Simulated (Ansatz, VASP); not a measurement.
## Two plane-wave programs on Pt

The input INCAR:

```
SYSTEM = Pt
ALGO     = Normal         ! electronic algorithm
EDIFF    = 1E-6           ! SCF threshold, eV
EDIFFG   = -0.01          ! ionic threshold
ENCUT    = 600            ! plane-wave cutoff, eV
GGA      = PE             ! functional
IBRION   = 2              ! ionic algorithm
ISIF     = 3              ! what is computed and relaxed
ISMEAR   = 0              ! smearing method
LASPH    = .True.         ! aspherical terms in the spheres
LCHARG   = .False.        ! write CHGCAR
LREAL    = .False.        ! projectors in reciprocal space
LWAVE    = .False.        ! write WAVECAR
NELM     = 100            ! most SCF steps
NSW      = 100            ! ionic steps
PREC     = Accurate       ! precision mode
SIGMA    = 0.1            ! smearing width, eV
```

KPOINTS

```
k-points
0
Gamma
  21 21 6
  0 0 0
```

The input POSCAR:

```
Pt
1.0
    2.7339266306      0.0000000000      0.0000000000
   -1.3669633153      2.3676499142      0.0000000000
    0.0000000000      0.0000000000     10.0196711701
Pt
4
Direct
    0.3333333333      0.6666666667      0.1190652069
    0.6666666667      0.3333333333      0.6190652069
    0.3333333333      0.6666666667      0.3809347931
    0.6666666667      0.3333333333      0.8809347931
```

Input for Ansatz:

```yaml
crystal:
  lattice:
    - [2.7339266306, 0.0, 0.0]
    - [-1.3669633153, 2.3676499142, 0.0]
    - [0.0, 0.0, 10.0196711701]
  atoms:
    - { symbol: Pt, position: [0.3333333333, 0.6666666667, 0.1190652069] }
    - { symbol: Pt, position: [0.6666666667, 0.3333333333, 0.6190652069] }
    - { symbol: Pt, position: [0.3333333333, 0.6666666667, 0.3809347931] }
    - { symbol: Pt, position: [0.6666666667, 0.3333333333, 0.8809347931] }
basis:
  ecutwfc: 420
kpoints:
  mp_grid: { grid: [21, 21, 6] }
hamiltonian:
  xc: pbe
scf:
  occupations: { method: gaussian, width: 0.1 }
output:
  forces: true
  stress: true
  eigenvalues: true
relax:
  adjacent_minimum: "off"
  f_tol: 0.01
  max_steps: 80
  cell: { stress_tol: 0.05 }
```

Alike in both runs: task relaxation of cell and atoms; functional PBE; k mesh 21 × 21 × 6; occupations gaussian, width 0.1 eV; no spin polarisation.

```csv
,VASP,Ansatz
version,VASP 6.6.1,Ansatz 0.2.0
potentials or method,"VASP PAW PBE potentials, release 64 (Pt)","scalar-relativistic, plane waves, PAW"
plane-wave cutoff (eV),600,420
valence electrons in the cell,40,72
```

|  | VASP | Ansatz | Ansatz less VASP |
| --- | --- | --- | --- |
| gap on the k mesh at the Fermi level, each at its own relaxed structure (eV) | none | none | - |
| relaxed volume (Å³/atom) | 16.22 | 16.25 | +0.031 |
| relaxed cell length with the largest relative difference (Å) | 9.968 | 9.978 | +0.0095 |

A gap of «none» marks a metal or a gap that the smearing closes. The two sets of potentials don't hold the same shells in valence.

Caveats: the bands computed are all filled at some k points, so no gap is given. The runs have no spin-orbit coupling, so splittings on Pt are missing.
